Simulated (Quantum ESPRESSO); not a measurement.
The system is BN.

```
N B
1.0
     2.49824    0.00000    0.00000
    -1.24912    2.16354    0.00000
     0.00000    0.00000    6.63570
N B
2 2
Cartesian
  1.2491 0.7212 1.6589
  0.0000 1.4424 4.9768
  1.2491 0.7212 4.9768
  0.0000 1.4424 1.6589
```

Base run:

```yaml
Program: Quantum ESPRESSO 7.5
Functional: PBE
Potentials_or_basis: SG15 PBE 1.2
Cutoff: 1197 eV
Density_cutoff: 4789 eV
k_mesh: 8 × 8 × 4
Occupations: fermi-dirac, width 0.05 eV
Spin: no spin polarisation
```

Its results: band gap on the k mesh 4.31 eV, indirect (least direct gap 4.72 eV); pressure 3.7 GPa.

Q: The run is repeated on the same cell with these changes: k mesh from 8 × 8 × 4 to 4 × 4 × 1. What comes out?

A: Band gap on the k mesh 4.73 eV, direct; pressure 4.4 GPa.

Caveats: some runs use coarse meshes; this functional lacks dispersion, which binds the layers, so the pressure and a relaxed spacing across them are unreliable; an odd mesh through Γ misses points on the zone boundary, where band edges often lie (some runs).

Not every run made on this cell is shown here.
